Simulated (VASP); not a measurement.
# InPd (Pm-3m) in VASP: notebook, part 2 of 2

VASP 6.6.1. Earlier steps stand in the parts before.

**4. Band structure, MS2**

File INCAR:

```
SYSTEM = InPd
ALGO = Normal
EDIFF = 1E-6
ENCUT = 520
ISIF = 2
ISMEAR = -1
LASPH = .TRUE.
LCHARG = .FALSE.
LMAXMIX = 4
LMIXTAU = .TRUE.
LREAL = .FALSE.
LWAVE = .FALSE.
METAGGA = MS2
NELM = 80
PREC = Accurate
SIGMA = 0.05
```

File KPOINTS:

```
k-points
0
G
  8 8 8
  0 0 0
```

File POSCAR:

```
InPd
1.0
    3.2718847800      0.0000000000      0.0000000000
    0.0000000000      3.2718847800      0.0000000000
    0.0000000000      0.0000000000      3.2718847800
In Pd
1 1
Direct
    0.0000000000      0.0000000000      0.0000000000
    0.5000000000      0.5000000000      0.5000000000
```

File KPOINTS_OPT:

```
path GXMGRX,MR
10
line-mode
reciprocal
 0.0000000000  0.0000000000  0.0000000000  G
 0.0000000000  0.5000000000  0.0000000000  X

 0.0000000000  0.5000000000  0.0000000000  X
 0.5000000000  0.5000000000  0.0000000000  M

 0.5000000000  0.5000000000  0.0000000000  M
 0.0000000000  0.0000000000  0.0000000000  G

 0.0000000000  0.0000000000  0.0000000000  G
 0.5000000000  0.5000000000  0.5000000000  R

 0.5000000000  0.5000000000  0.5000000000  R
 0.0000000000  0.5000000000  0.0000000000  X

 0.5000000000  0.5000000000  0.0000000000  M
 0.5000000000  0.5000000000  0.5000000000  R
```

Potentials or basis: VASP PAW PBE potentials, release 64 (In_d, Pd).

Command:

```
$ cat potpaw_PBE.64/In_d/POTCAR potpaw_PBE.64/Pd/POTCAR > POTCAR
$ mpirun -np 1 vasp_std > vasp.out
```

OUTCAR:

```text
SYSTEM = InPd
   EDIFF = 1E-6
   ENCUT = 520
   ISIF = 2
   ISMEAR = -1
   LASPH = .TRUE.
   LREAL = .FALSE.
   METAGGA = MS2
   NELM = 80
   PREC = Accurate

 ion  position               nearest neighbor table
   1  0.000  0.000  0.000-   2 2.83   2 2.83   2 2.83   2 2.83   2 2.83   2 2.83   2 2.83   2 2.83

   2  0.500  0.500  0.500-   1 2.83   1 2.83   1 2.83   1 2.83   1 2.83   1 2.83   1 2.83   1 2.83

  LATTYP: Found a simple cubic cell.
 ALAT       =     3.2718847800

  Lattice vectors:

 A1 = (   3.2718847800,   0.0000000000,   0.0000000000)
 A2 = (   0.0000000000,   3.2718847800,   0.0000000000)
 A3 = (   0.0000000000,   0.0000000000,   3.2718847800)

Analysis of symmetry for initial positions (statically):
=====================================================================
 Subroutine PRICEL returns:
 Original cell was already a primitive cell.

 Routine SETGRP: Setting up the symmetry group for a
 simple cubic supercell.

 Subroutine GETGRP returns: Found 48 space group operations
 (whereof 48 operations were pure point group operations)
 out of a pool of 48 trial point group operations.

The static configuration has the point symmetry O_h .

Analysis of symmetry for dynamics (positions and initial velocities):
=====================================================================
 Subroutine PRICEL returns:
 Original cell was already a primitive cell.

 Routine SETGRP: Setting up the symmetry group for a
 simple cubic supercell.

 Subroutine GETGRP returns: Found 48 space group operations
 (whereof 48 operations were pure point group operations)
 out of a pool of 48 trial point group operations.

The dynamic configuration has the point symmetry O_h .

 Subroutine INISYM returns: Found 48 space group operations
 (whereof 48 operations are pure point group operations),
 and found     1 'primitive' translations

----------------------------------------------------------------------------------------

                                     Primitive cell

  volume of cell :      35.0263

  direct lattice vectors                    reciprocal lattice vectors
     3.271884780  0.000000000  0.000000000     0.305634234  0.000000000  0.000000000
     0.000000000  3.271884780  0.000000000     0.000000000  0.305634234  0.000000000
     0.000000000  0.000000000  3.271884780     0.000000000  0.000000000  0.305634234

  length of vectors
     3.271884780  3.271884780  3.271884780     0.305634234  0.305634234  0.305634234

  position of ions in fractional coordinates (direct lattice)
     0.000000000  0.000000000  0.000000000
     0.500000000  0.500000000  0.500000000

  ion indices of the primitive-cell ions
   primitive index   ion index
                 1           1
                 2           2

----------------------------------------------------------------------------------------

 KPOINTS: k-points

Automatic generation of k-mesh.
 Grid dimensions read from file:
 generate k-points for:    8    8    8

 Generating k-lattice:

  Cartesian coordinates                     Fractional coordinates (reciprocal lattice)
     0.038204279  0.000000000  0.000000000     0.125000000  0.000000000  0.000000000
[... 40 lines left out ...]
 [... further k-points ...]
   k-points           NKPTS =     35   k-points in BZ     NKDIM =     35   number of bands    NBANDS=     15
   number of dos      NEDOS =    301   number of ions     NIONS =      2
   total plane-waves  NPLWV =  13824
   dimension x,y,z NGX =    24 NGY =   24 NGZ =   24
   dimension x,y,z NGXF=    48 NGYF=   48 NGZF=   48
   ions per type =               1   1
   NGX,Y,Z   is equivalent  to a cutoff of  12.19, 12.19, 12.19 a.u.
   NGXF,Y,Z  is equivalent  to a cutoff of  24.39, 24.39, 24.39 a.u.
 SYSTEM =  InPd
   PREC   = accura    normal or accurate (medium, high low for compatibility)
   ISTART =      0    job   : 0-new  1-cont  2-samecut
   ICHARG =      2    charge: 1-file 2-atom 10-const
   ISPIN  =      1    spin polarized calculation?
   LNONCOLLINEAR =      F non collinear calculations
   LSORBIT =      F    spin-orbit coupling
   LASPH  =      T    aspherical Exc in radial PAW
   ENCUT  =  520.0 eV  38.22 Ry    6.18 a.u.   6.08  6.08  6.08*2*pi/ulx,y,z
   NELM   =     80;   NELMIN=  2; NELMDL= -5     # of ELM steps
   EDIFF  = 0.1E-05   stopping-criterion for ELM
   LREAL  =      F    real-space projection
   EDIFFG = 0.1E-04   stopping-criterion for IOM
   NSW    =      0    number of steps for IOM
   IBRION =     -1    ionic relax: 0-MD 1-quasi-New 2-CG
   NFREE  =      0    steps in history (QN), initial steepest desc. (CG)
   ISIF   =      2    stress and relaxation
   ISYM   =      2    0-nonsym 1-usesym 2-fastsym
   POTIM  = 0.5000    time-step for ionic-motion
   TEBEG  =    0.0;   TEEND  =   0.0 temperature during run
   PSTRESS=    0.0 pullay stress
   NELECT =      23.0000    total number of electrons
   NUPDOWN=      -1.0000    fix difference up-down
   EMIN   =  10.00;   EMAX   =-10.00  energy-range for DOS
   EFERMI =   0.00;   METHOD = LEGACY
   ISMEAR =    -1;   SIGMA  =   0.05  broadening in eV -4-tet -1-fermi 0-gaus
   EFERMI_NEDOS =   21; number of points for ismear=-14 and -15
   IALGO  =     38    algorithm
   IMIX   =      4    mixing-type and parameters
     AMIX     =   0.40;   BMIX     =  1.00
     AMIX_MAG =   1.60;   BMIX_MAG =  1.00
  volume/ion in A,a.u.               =      17.51       118.18
  Fermi-wavevector in a.u.,A,eV,Ry     =   1.422938  2.688964 27.548447  2.024754
  Thomas-Fermi vector in A             =   2.543589
   LORBIT       =      0    0 simple, 1 ext, 2 COOP (PROOUT), +10 PAW based schemes
   METAGGA = MS2    functional components
   LHFCALC =     F    Hartree Fock is set to
   AEXX    =    0.0000 exact exchange contribution
   IVDW    =     0    specifies the selected vdW correction
   LEPSILON=     F    determine dielectric tensor
   LRPA    =     F    only Hartree local field effects (RPA)
 non-spin polarized calculation
  energy-cutoff  :      520.00
  volume of cell :       35.03
 maximum number of plane-waves:       968
   NGX = 13   NGY = 13   NGZ = 13

 number of electron      22.9999997 magnetization

 Free energy of the ion-electron system (eV)
  ---------------------------------------------------
  ext. energy  EPLUGINS =         0.00000000
  ---------------------------------------------------
  free energy    TOTEN  =        -3.55668369 eV

  energy without entropy =       -3.54661896  energy(sigma->0) =       -3.55165133

 E-fermi :  10.2288     XC(G=0): -12.9212

 val. band max:       10.1961290470   @ k =   0.3750   0.2500   0.1250
 cond. band min:      10.5401774039   @ k =   0.5000   0.5000   0.5000
 fundamental gap:      0.3440483569
 Fermi energy:        10.2287794777

 k-point     1 :       0.0000    0.0000    0.0000
  band No.  band energies     occupation
      1      -4.7803      2.00000
      2      -4.7803      2.00000
      3      -4.3813      2.00000
      4      -4.3813      2.00000
      5      -4.3813      2.00000
      6       0.2090      2.00000
      7       6.4270      2.00000
      8       6.4270      2.00000
      9       8.1068      2.00000
     10       8.1068      2.00000
     11       8.1068      2.00000
     12      14.5883      0.00000
     13      14.5883      0.00000
     14      14.5883      0.00000
[... 401 lines left out ...]
      2      -4.5384      2.00000
      3      -4.5378      2.00000
      4      -4.5179      2.00000
      5      -4.2113      2.00000
      6       4.2223      2.00000
      7       6.3066      2.00000
      8       6.7621      2.00000
      9       7.1388      2.00000
     10       8.0410      2.00000
     11       8.7657      2.00000
     12       9.2633      2.00000
     13      12.7190      0.00000
     14      13.9093      0.00000
     15      18.2660      0.00000

 [... further k-points ...]

------------------------ aborting loop because EDIFF is reached ----------------------------------------

  FORCE on cell =-STRESS in cart. coord.  units (eV):
  Direction    XX          YY          ZZ          XY          YZ          ZX
  --------------------------------------------------------------------------------------
  -------------------------------------------------------------------------------------
  Total       -0.6222541     -0.6222541     -0.6222541      0.0000000     -0.0000000     -0.0000000
  in kB      -28.4632425    -28.4632425    -28.4632425      0.0000000     -0.0000000     -0.0000000
  external PRESSURE =     -28.4632425 kB  Pullay stress =       0.0000000 kB

 VOLUME and BASIS-vectors are now :
 -----------------------------------------------------------------------------
  energy-cutoff  :      520.00
  volume of cell :       35.03
      direct lattice vectors                 reciprocal lattice vectors
     3.271884780  0.000000000  0.000000000     0.305634234  0.000000000  0.000000000
     0.000000000  3.271884780  0.000000000     0.000000000  0.305634234  0.000000000
     0.000000000  0.000000000  3.271884780     0.000000000  0.000000000  0.305634234

 POSITION                                       TOTAL-FORCE (eV/Angst)
 -----------------------------------------------------------------------------------
      0.00000      0.00000      0.00000         0.000000      0.000000      0.000000
      1.63594      1.63594      1.63594         0.000000      0.000000      0.000000
 -----------------------------------------------------------------------------------
    total drift:                                0.000000      0.000000     -0.000000

  FREE ENERGIE OF THE ION-ELECTRON SYSTEM (eV)
  ---------------------------------------------------
  free  energy   TOTEN  =        -3.5566836950 eV

  energy  without entropy=       -3.5466189592  energy(sigma->0) =       -3.55165133
```

It took 32 s on 1 thread of Intel Xeon 6975P-C (Granite Rapids), shared host; peak memory 0.16 GiB.

What came out:

```
Free energy             : -3.5567 eV
Pressure                : -2.8 GPa
Band gap along the path : none (metal or under the smearing width)
```

Levels at the corners of the path, in eV from the Fermi level:
| point | band 8 | band 9 | band 10 | band 11 | band 12 | band 13 | band 14 | band 15 |
| --- | --- | --- | --- | --- | --- | --- | --- | --- |
| Γ | -3.80 | -2.12 | -2.12 | -2.12 | 4.36 | 4.36 | 4.36 | 10.01 |
| X | -3.78 | -3.13 | -3.13 | -2.20 | -1.06 | 9.82 | 9.82 | 9.98 |
| X | -3.78 | -3.13 | -3.13 | -2.20 | -1.06 | 9.82 | 9.82 | 9.98 |
| M | -2.55 | -2.55 | -2.31 | -2.31 | -1.66 | 1.75 | 2.64 | 9.78 |
| M | -2.55 | -2.55 | -2.31 | -2.31 | -1.66 | 1.75 | 2.64 | 9.78 |
| Γ | -3.80 | -2.12 | -2.12 | -2.12 | 4.36 | 4.36 | 4.36 | 10.01 |
| Γ | -3.80 | -2.12 | -2.12 | -2.12 | 4.36 | 4.36 | 4.36 | 10.01 |
| R | -4.79 | -1.62 | -1.62 | 0.31 | 3.84 | 3.84 | 3.84 | 4.56 |
| R | -4.79 | -1.62 | -1.62 | 0.31 | 3.84 | 3.84 | 3.84 | 4.56 |
| X | -3.78 | -3.13 | -3.13 | -2.20 | -1.06 | 9.82 | 9.82 | 9.98 |
| M | -2.55 | -2.55 | -2.31 | -2.31 | -1.66 | 1.75 | 2.64 | 9.78 |
| R | -4.79 | -1.62 | -1.62 | 0.31 | 3.84 | 3.84 | 3.84 | 4.56 |

Caveat: the PAW data sets were made with another functional, which shifts forces and pressure a little; spin-orbit coupling is left out, which moves the levels of the heavy elements.

**5. Summary**

| level | further INCAR settings | pressure (GPa) |
| --- | --- | --- |
| TPSS | ALGO = Normal; EDIFF = 1e-07 | -0.5 |
| revTPSS | ALGO = Normal; EDIFF = 1e-07 | -3.1 |
| MS2 | ALGO = Normal; EDIFF = 1e-06 | -2.8 |

Alike in all rows: task band structure; potentials or basis VASP PAW PBE potentials, release 64 (In_d, Pd); no spin polarisation; cell as given; k mesh 8 × 8 × 8; cutoff (eV) 520; smearing fermi-dirac 0.05 eV.

The pressure there spans -3.1 GPa (revTPSS) to -0.5 GPa (TPSS); a positive pressure means that this level wants a larger cell, a negative one a smaller.

Caveats: the PAW data sets were made with another functional, which shifts forces and pressure a little; spin-orbit coupling is left out, which moves the levels of the heavy elements.

Total energies depend on the potentials used, so only differences within one code and one set of settings carry meaning.
